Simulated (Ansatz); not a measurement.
Computed with Ansatz 0.2.0, DFT PBE, scalar-relativistic, plane waves, PAW.

Structure of IrO$_{2}$:

```
CELL_PARAMETERS angstrom
4.52882 0.00000 0.00000
0.00000 4.52882 0.00000
0.00000 0.00000 3.17984
ATOMIC_POSITIONS crystal
Ir 0.00000 0.00000 0.00000
Ir 0.50000 0.50000 0.50000
O 0.30842 0.30842 0.00000
O 0.19158 0.80842 0.50000
O 0.69158 0.69158 0.00000
O 0.80842 0.19158 0.50000
```

Cutoff 420 eV; k points 8×8×12 on the computed 6-atom cell (Γ-centred); Gaussian smearing, width 0.10 eV; no spin polarisation.

Levels along Γ–X–M–Γ–Z–R–A–Z | X–R | M–A, in eV from the Fermi level, sorted by energy at each point. Points in fractions of the primitive reciprocal vectors: Γ (0.000 0.000 0.000), X (0.000 0.500 0.000), M (0.500 0.500 0.000), Z (0.000 0.000 0.500), R (0.000 0.500 0.500), A (0.500 0.500 0.500).
| point | k (1/Å, with 2π) | band 26 | band 27 | band 28 | band 29 | band 30 | band 31 | band 32 |
| --- | --- | --- | --- | --- | --- | --- | --- | --- |
| Γ | 0.000 | -2.36 | -2.31 | -2.25 | -2.15 | 0.72 | 1.21 | 4.09 |
| - | 0.099 | -2.29 | -2.25 | -2.14 | -2.06 | 0.81 | 1.17 | 4.07 |
| - | 0.198 | -2.18 | -2.01 | -1.89 | -1.89 | 1.00 | 1.11 | 3.98 |
| - | 0.297 | -1.98 | -1.75 | -1.74 | -1.59 | 0.85 | 1.48 | 3.86 |
| - | 0.396 | -1.76 | -1.63 | -1.51 | -1.27 | 0.61 | 1.95 | 3.72 |
| - | 0.495 | -1.58 | -1.55 | -1.34 | -0.94 | 0.33 | 2.47 | 3.60 |
| - | 0.595 | -1.57 | -1.38 | -1.26 | -0.61 | 0.03 | 3.01 | 3.53 |
| X | 0.694 | -1.61 | -1.27 | -1.27 | -0.29 | -0.29 | 3.52 | 3.52 |
| - | 0.793 | -1.63 | -1.32 | -1.32 | -0.26 | -0.26 | 3.47 | 3.47 |
| - | 0.892 | -1.69 | -1.45 | -1.45 | -0.18 | -0.18 | 3.30 | 3.30 |
| - | 0.991 | -1.80 | -1.64 | -1.64 | -0.07 | -0.07 | 3.07 | 3.07 |
| - | 1.090 | -1.95 | -1.87 | -1.87 | 0.04 | 0.04 | 2.82 | 2.82 |
| - | 1.189 | -2.14 | -2.09 | -2.09 | 0.12 | 0.12 | 2.62 | 2.62 |
| - | 1.288 | -2.34 | -2.25 | -2.25 | 0.18 | 0.18 | 2.48 | 2.48 |
| M | 1.387 | -2.44 | -2.32 | -2.32 | 0.20 | 0.20 | 2.43 | 2.43 |
| - | 1.528 | -2.32 | -2.15 | -2.08 | 0.10 | 0.22 | 2.37 | 2.67 |
| - | 1.668 | -2.33 | -1.80 | -1.63 | -0.17 | 0.31 | 2.21 | 3.28 |
| - | 1.808 | -2.33 | -1.61 | -1.30 | -0.58 | 0.46 | 1.95 | 3.55 |
| - | 1.948 | -2.34 | -1.58 | -1.29 | -1.06 | 0.68 | 1.62 | 3.55 |
| - | 2.088 | -2.35 | -1.72 | -1.62 | -1.56 | 0.93 | 1.25 | 3.76 |
| - | 2.228 | -2.31 | -2.09 | -2.03 | -1.97 | 0.89 | 1.13 | 3.99 |
| Γ | 2.368 | -2.36 | -2.31 | -2.25 | -2.15 | 0.72 | 1.21 | 4.09 |
| - | 2.510 | -2.27 | -2.09 | -1.97 | -1.97 | 0.85 | 1.16 | 3.95 |
| - | 2.651 | -1.98 | -1.94 | -1.43 | -1.43 | 1.00 | 1.18 | 3.60 |
| - | 2.792 | -1.93 | -1.68 | -0.92 | -0.92 | 0.77 | 1.61 | 3.18 |
| - | 2.933 | -1.72 | -1.56 | -0.46 | -0.46 | 0.46 | 2.02 | 2.79 |
| - | 3.074 | -1.57 | -1.42 | -0.09 | -0.09 | 0.09 | 2.33 | 2.50 |
| - | 3.215 | -1.70 | -1.07 | -0.29 | 0.15 | 0.15 | 2.31 | 2.31 |
| Z | 3.356 | -1.85 | -0.69 | -0.69 | 0.24 | 0.24 | 2.24 | 2.24 |
| - | 3.455 | -1.85 | -0.77 | -0.77 | 0.27 | 0.27 | 2.06 | 2.06 |
| - | 3.555 | -1.83 | -0.97 | -0.97 | 0.33 | 0.33 | 1.79 | 1.79 |
| - | 3.654 | -1.81 | -1.26 | -1.26 | 0.39 | 0.39 | 1.55 | 1.55 |
| - | 3.753 | -1.81 | -1.60 | -1.60 | 0.45 | 0.45 | 1.35 | 1.35 |
| - | 3.852 | -2.05 | -1.74 | -1.74 | 0.49 | 0.49 | 1.21 | 1.21 |
| - | 3.951 | -2.44 | -1.74 | -1.74 | 0.51 | 0.51 | 1.12 | 1.12 |
| R | 4.050 | -2.69 | -1.74 | -1.74 | 0.52 | 0.52 | 1.09 | 1.09 |
| - | 4.149 | -2.61 | -1.74 | -1.74 | 0.49 | 0.49 | 1.12 | 1.12 |
| - | 4.248 | -2.42 | -1.74 | -1.74 | 0.40 | 0.40 | 1.22 | 1.22 |
| - | 4.347 | -2.17 | -1.74 | -1.74 | 0.26 | 0.26 | 1.38 | 1.38 |
| - | 4.447 | -1.89 | -1.74 | -1.74 | 0.07 | 0.07 | 1.59 | 1.59 |
| - | 4.546 | -1.77 | -1.57 | -1.57 | -0.15 | -0.15 | 1.84 | 1.84 |
| - | 4.645 | -1.77 | -1.32 | -1.32 | -0.36 | -0.36 | 2.08 | 2.08 |
| A | 4.744 | -1.77 | -1.20 | -1.20 | -0.46 | -0.46 | 2.19 | 2.19 |
| - | 4.884 | -1.76 | -1.58 | -1.17 | -0.49 | -0.13 | 1.84 | 2.20 |
| - | 5.024 | -1.78 | -1.75 | -1.10 | -0.50 | 0.30 | 1.36 | 2.21 |
| - | 5.164 | -1.79 | -1.75 | -1.00 | -0.43 | 0.59 | 1.07 | 2.22 |
| - | 5.304 | -1.81 | -1.76 | -0.89 | -0.27 | 0.69 | 1.04 | 2.23 |
| - | 5.444 | -1.80 | -1.39 | -0.79 | -0.04 | 0.61 | 1.29 | 2.23 |
| - | 5.585 | -1.83 | -0.93 | -0.71 | 0.16 | 0.40 | 1.77 | 2.24 |
| Z | 5.725 | -1.85 | -0.69 | -0.69 | 0.24 | 0.24 | 2.24 | 2.24 |
| X | 5.725 | -1.61 | -1.27 | -1.27 | -0.29 | -0.29 | 3.52 | 3.52 |
| - | 5.866 | -1.69 | -1.12 | -1.12 | -0.30 | -0.30 | 3.23 | 3.23 |
| - | 6.007 | -1.66 | -0.98 | -0.98 | -0.28 | -0.28 | 2.74 | 2.74 |
| - | 6.148 | -1.63 | -0.97 | -0.97 | -0.17 | -0.17 | 2.19 | 2.19 |
| - | 6.289 | -1.81 | -1.10 | -1.10 | 0.05 | 0.05 | 1.70 | 1.70 |
| - | 6.431 | -2.13 | -1.36 | -1.36 | 0.29 | 0.29 | 1.35 | 1.35 |
| - | 6.572 | -2.48 | -1.63 | -1.63 | 0.46 | 0.46 | 1.15 | 1.15 |
| R | 6.713 | -2.69 | -1.74 | -1.74 | 0.52 | 0.52 | 1.09 | 1.09 |
| M | 6.713 | -2.44 | -2.32 | -2.32 | 0.20 | 0.20 | 2.43 | 2.43 |
| - | 6.854 | -2.30 | -2.13 | -2.13 | 0.14 | 0.14 | 2.51 | 2.51 |
| - | 6.995 | -2.05 | -1.75 | -1.75 | -0.03 | -0.03 | 2.71 | 2.71 |
| - | 7.136 | -1.86 | -1.35 | -1.35 | -0.29 | -0.29 | 2.94 | 2.94 |
| - | 7.277 | -1.76 | -0.99 | -0.99 | -0.59 | -0.59 | 2.77 | 2.77 |
| - | 7.418 | -1.74 | -0.89 | -0.89 | -0.71 | -0.71 | 2.45 | 2.45 |
| - | 7.560 | -1.75 | -1.11 | -1.11 | -0.53 | -0.53 | 2.26 | 2.26 |
| A | 7.701 | -1.77 | -1.20 | -1.20 | -0.46 | -0.46 | 2.19 | 2.19 |

Spin-orbit coupling is left out, which matters for the bands of heavy elements.